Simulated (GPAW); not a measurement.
**A GW chain in GPAW: BaTe (Fm-3m)**

Wanted: ground state, empty states, screening and self-energy for BaTe (Fm-3m).

Method: PBE and many-body steps on it, plane waves, in GPAW 26.7.0.

Most raw output is cut from this account.

The database entry behind the starting cell differs from later determinations by our own check (about 0.2 % short), so it need not match the best structure at ambient conditions.

## Step 1: Set-up

It takes space group Fm-3m (No. 225, cubic). The conventional cell has a = 6.986 Å, b = 6.986 Å, c = 6.986 Å, α = 90.00°, β = 90.00°, γ = 90.00°. Nearest to Ba lie 6 Te at 3.49 Å. Nearest to Te lie 6 Ba at 3.49 Å. Farther neighbours and most contacts between anions are not listed.

The cell and positions come from the Crystallography Open Database and are kept as given unless a step says otherwise. Spin-orbit coupling is left out unless a step names it.

## Step 2: Ground state

This step: GPAW 26.7.0; DFT, PBE, plane waves, PAW.

The ground-state density comes first.

Input file run.py:

```python
import json
import numpy as np
from gpaw.mpi import world
from ase import Atoms
from gpaw import GPAW, PW, FermiDirac

atoms = Atoms(['Ba', 'Te'],
    cell=[[0.0000000000, 3.4930000000, 3.4930000000],
      [3.4930000000, 0.0000000000, 3.4930000000],
      [3.4930000000, 3.4930000000, 0.0000000000]],
    scaled_positions=[[0.0000000000, 0.0000000000, 0.0000000000],
      [0.5000000000, 0.5000000000, 0.5000000000]],
    pbc=(True, True, True))
calc = GPAW(mode=PW(450),
    xc='PBE',
    kpts={'size': (6, 6, 6), 'gamma': True},
    occupations=FermiDirac(0.001),
    nbands=-7,
    convergence={'density': 1e-6, 'bands': -3},
    maxiter=100,
    txt='gs.txt')
atoms.calc = calc
res = {'energy': atoms.get_potential_energy()}
kpts = calc.get_ibz_k_points()
res['kpts'] = kpts
res['eigenvalues'] = [calc.get_eigenvalues(kpt=k) for k in range(len(kpts))]
res['n_electrons'] = calc.get_number_of_electrons()
calc.write('gs.gpw')

if world.rank == 0:
    with open('result.json', 'w') as f:
        json.dump(res, f, default=lambda x: x.tolist())
```

Command:

```console
mpirun -n 4 gpaw python run.py
```

Elapsed: 5.8 s, on 4 MPI ranks of Arm Neoverse V1, shared host; peak memory 0.64 GiB.

This step gave:

```yaml
total_energy: -8.651 eV
gap: 1.529 eV
k_of_the_valence_top: 0, 0, 0
k_of_the_conduction_bottom: 0.5, 0.5, 0
least_direct_gap: 1.906 eV
```

The gap is indirect, with the least direct gap 0.38 eV higher.

## Step 3: Empty states on the mesh, 4×4×4 mesh, 401 bands

The sums over transitions need many empty states on a uniform mesh; this step solves for them.

Input file run.py:

```python
import json
import numpy as np
from gpaw.mpi import world
from gpaw import GPAW

calc = GPAW('gs.gpw').fixed_density(kpts={'size': (4, 4, 4), 'gamma': True},
    parallel={'domain': 1, 'band': 1},
    txt='nscf.txt')
calc.diagonalize_full_hamiltonian(nbands=401)
calc.write('full.gpw', mode='all')
res = {}
kpts = calc.get_ibz_k_points()
res['kpts'] = kpts
res['eigenvalues'] = [calc.get_eigenvalues(kpt=k) for k in range(len(kpts))]
res['n_electrons'] = calc.get_number_of_electrons()

if world.rank == 0:
    with open('result.json', 'w') as f:
        json.dump(res, f, default=lambda x: x.tolist())
```

Command:

```console
mpirun -n 4 gpaw python run.py
```

Elapsed: 18 s, on 4 MPI ranks; peak memory 1.8 GiB; 73 s of CPU time.

Numbers from this step:

- gap: 1.529 eV
- k of the valence top: 0, 0, 0
- k of the conduction bottom: 0.5, 0.5, 0
- least direct gap: 1.906 eV
- k points computed: 8
- lowest point of the top converged band, above the valence top: 150.4748 eV

On this mesh the gap is 1.529 eV.

## Step 4: Screening and self-energy, 4×4×4 mesh, 182 bands, screening to 96 eV

G0W0 replaces the xc potential by the self-energy, built once from these orbitals. Only a window of levels is corrected, while the sums run over the empty bands that the input names.

This step: G0W0 on PBE, plane waves, PAW.

Input file run.py:

```python
import json
import numpy as np
from gpaw.mpi import world
from gpaw.response.g0w0 import G0W0

gw = G0W0('full.gpw',
    filename='gw',
    kpts=[0, 5],
    bands=(6, 10),
    ecut=96,
    nbands=182,
    integrate_gamma='WS',
    ppa=True)
gw.calculate()
res = {mode: {k: v for k, v in r.items() if k != 'sigma_eskwn'}
       for mode, r in gw.all_results.items()}

if world.rank == 0:
    with open('result.json', 'w') as f:
        json.dump(res, f, default=lambda x: x.tolist())
```

Command:

```console
mpirun -n 4 gpaw python run.py
```

Run time: 52 s. Hardware: 4 MPI ranks; peak memory 1.3 GiB; 3.5 min of CPU time.

Numbers from this step:

```yaml
g0w0_gap_on_the_points_computed: 2.449 eV
least_direct_g0w0_gap_on_the_computed_points: 2.884 eV
z_at_the_valence_top: 0.7987
z_at_the_conduction_bottom: 0.8167
starting_gap_on_the_mesh: 1.529 eV
k_of_the_valence_top: 0, 0, 0
k_of_the_conduction_bottom: 0.5, 0.5, 0
```

The gap on the mesh goes from 1.53 eV to 2.45 eV, a correction of +0.92 eV.

Limits: finite bands, cutoff and mesh; no spin-orbit coupling. v1 is the top filled band, c1 the lowest empty one. The levels before and after the correction (eV, zero at the valence-band top of each column):

```tsv
	conduction bottom	valence top
Kohn-Sham	1.53	0.00
G0W0	2.45	0.00
```

```tsv
	level	energy (eV)
Kohn-Sham	Γ v2-v1	0.000
Kohn-Sham	Γ c1-c2	2.946
Kohn-Sham	(0.5 0.5 0) v2-v1	-0.377
Kohn-Sham	(0.5 0.5 0) c1	1.529
Kohn-Sham	(0.5 0.5 0) c2	4.465
G0W0	Γ v2-v1	0.000
G0W0	Γ c1-c2	4.087
G0W0	(0.5 0.5 0) v2-v1	-0.435
G0W0	(0.5 0.5 0) c1	2.449
G0W0	(0.5 0.5 0) c2	5.910
```

## Step 5: Where the time went

Times are wall times on 4 MPI ranks of Arm Neoverse V1, shared host, good to a factor of about two.

```tsv
step	time	share	memory (GiB)
ground state	5.8 s	8 %	0.64
empty states on the mesh	18 s	24 %	1.8
screening and self-energy	52 s	68 %	1.3
```

## Step 6: Summary of results

- PBE gap: 1.53 eV, indirect
- G0W0 gap on the mesh: 2.45 eV
- GW settings: 4×4×4 mesh, 182 bands, screening to 96 eV, Godby-Needs plasmon pole
- known limits: not at the basis limit; no spin-orbit coupling

G0W0 moves the gap on the mesh from 1.53 eV to 2.45 eV (+0.92 eV), with Z of 0.80 and 0.82 at the edges. Only 2 of the mesh's irreducible points were corrected, so a valley elsewhere could overtake. The dearest step here is «screening and self-energy». Bands and cutoff are finite, so the gap is not at the basis limit. The miss can reach some tenths of an eV and take either sign; the mesh is an error of its own. These stock PAW sets were not made for GW; the filled d or f shell of Te lies in the frozen core, which bears on start and correction. In the G0W0 run levels were corrected at 2 k points alone, so a gap called «on the mesh» is the least over those, and an edge elsewhere would be missed. The many-body steps are scalar-relativistic: spin-orbit coupling is not in them.

[Paths, hosts, dates, memory and timing lines, banners, echoed tables and standing remarks are left out of the program output.]

[Logs are printed without paths, hosts, clocks, repeated set-up lines and the standing remarks that a program may print on its own settings, such as how far it seeks lower states.]

[Runs of the session that timed out or met a known fault of the program may be left out.]

[Hosts, paths, dates, database ids (printed as entryN), source tags and the programs' standing remarks are cut or masked in the printed files.]
